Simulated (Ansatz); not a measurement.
Reactions of C2H8O2Si (`OCCO[SiH3]`).

Computed with Ansatz on PBE0-D4/def2-TZVP structures; ΔE is electronic, products minus reactants. CCSD(T)/CBS is the MP2 limit (def2-TZVPP, def2-QZVPP) plus CCSD(T) − MP2 in def2-TZVPP, frozen cores. This one scheme is used for every species. DFT in def2-TZVPP. For Br, Ga outer-core shells are correlated without core-valence functions, which leaves a few kJ/mol of doubt a bond. Scalar relativity is left out up to krypton. One conformer a species, not always the lowest.

```json
{"reaction": "`OCCO[SiH3]` + `[SiH3]S` → `[SiH3]OC[SiH2]S` + CH₃OH", "CCSD(T)/CBS(def2) (kcal/mol)": "?"}
{"reaction": "`OCCO[SiH3]` → `C[Si](C)(O)O`", "CCSD(T)/CBS(def2) (kcal/mol)": "-80.0"}
{"reaction": "`OCCO[SiH3]` + `CC(N)O` → `CC(O)N[SiH3]` + `OCCO`", "CCSD(T)/CBS(def2) (kcal/mol)": "?"}
{"reaction": "`OCCO[SiH3]` + HCl → `[SiH3]OCCCl` + H₂O", "CCSD(T)/CBS(def2) (kcal/mol)": "?"}
{"reaction": "`OCCO[SiH3]` + `[OH][Ga]([Cl])[Cl]` → `[SiH3][O][Ga]([Cl])[Cl]` + `OCCO`", "CCSD(T)/CBS(def2) (kcal/mol)": "-2.1"}
{"reaction": "`OCCO[SiH3]` + `F[SiH2]P` → `F[SiH2]P[SiH3]` + `OCCO`", "CCSD(T)/CBS(def2) (kcal/mol)": "14.4"}
{"reaction": "`OCCO[SiH3]` → `CO[SiH](C)O`", "CCSD(T)/CBS(def2) (kcal/mol)": "-55.2"}
{"reaction": "`OCCO[SiH3]` + `OBF` → `FBO[SiH3]` + `OCCO`", "CCSD(T)/CBS(def2) (kcal/mol)": "1.0"}
{"reaction": "`OCCO[SiH3]` + `S[SiH2]Cl` → `[SiH3]S[SiH2]Cl` + `OCCO`", "CCSD(T)/CBS(def2) (kcal/mol)": "6.0"}
{"reaction": "`OCCO[SiH3]` + `N[SiH](F)Br` → `F[SiH](Br)N[SiH3]` + `OCCO`", "CCSD(T)/CBS(def2) (kcal/mol)": "8.2"}
```

(1) Fill in the missing values. (Estimate.)

Largest T1 diagnostic: 0.013, for `F[SiH2]P[SiH3]`.

Answers

(1) Computed: `OCCO[SiH3]` + `[SiH3]S` → `[SiH3]OC[SiH2]S` + CH₃OH: -0.2 kcal/mol; `OCCO[SiH3]` + `CC(N)O` → `CC(O)N[SiH3]` + `OCCO`: +10.6 kcal/mol; `OCCO[SiH3]` + HCl → `[SiH3]OCCCl` + H₂O: -5.3 kcal/mol.
